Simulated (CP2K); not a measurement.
Crystal: BaTiO3.

```
Ba Ti O
1.0
     4.00600    0.00000    0.00000
     0.00000    4.00600    0.00000
     0.00000    0.00000    4.00600
Ba Ti O
1 1 3
Cartesian
  2.0030 2.0030 2.0030
  0.0000 0.0000 0.0000
  0.0000 0.0000 2.0030
  0.0000 2.0030 0.0000
  2.0030 0.0000 0.0000
```

Program: CP2K 2026.2. Alike in all runs: no spin polarisation; cell as given; k mesh 7 × 7 × 7.

**Question.** Order these runs on this cell by their pressure, lowest first.
A. level r2SCAN; potentials or basis POTENTIAL_UZH Ba GTH-SCAN-q10, Ti GTH-SCAN-q12, O GTH-SCAN-q6; TZVP-MOLOPT-SCAN-GTH basis; smearing fermi-dirac 0.1 eV; EPS_DEFAULT 1.0E-9; NGRIDS 5; CUTOFF of the grids 850 Ry; points a segment of the path (NPOINTS) 10; bands added on the path 2
B. level LDA; potentials or basis GTH_POTENTIALS Ba GTH-PADE-q10, Ti GTH-PADE-q12, O GTH-PADE-q6; TZVP-MOLOPT-PBE-GTH basis; smearing fermi-dirac 0.01 eV; EPS_DEFAULT 1.0E-9; NGRIDS 4; CUTOFF of the grids 600 Ry; points a segment of the path (NPOINTS) 10; bands added on the path 6
C. level PBEsol; potentials or basis POTENTIAL_UZH Ba GTH-PBE-q10, Ti GTH-PBE-q12, O GTH-PBE-q6; TZVP-MOLOPT-PBE-GTH basis; smearing fermi-dirac 0.05 eV; EPS_DEFAULT 1.0E-10; NGRIDS 5; CUTOFF of the grids 600 Ry

**Answer.** B (-8.1 GPa), C (-2.4 GPa), A (0.8 GPa).

Caveats: the basis of atomic orbitals isn't converged, which shifts pressures, moduli and gaps; the potentials were made for another functional, which shifts forces and pressure (some runs).
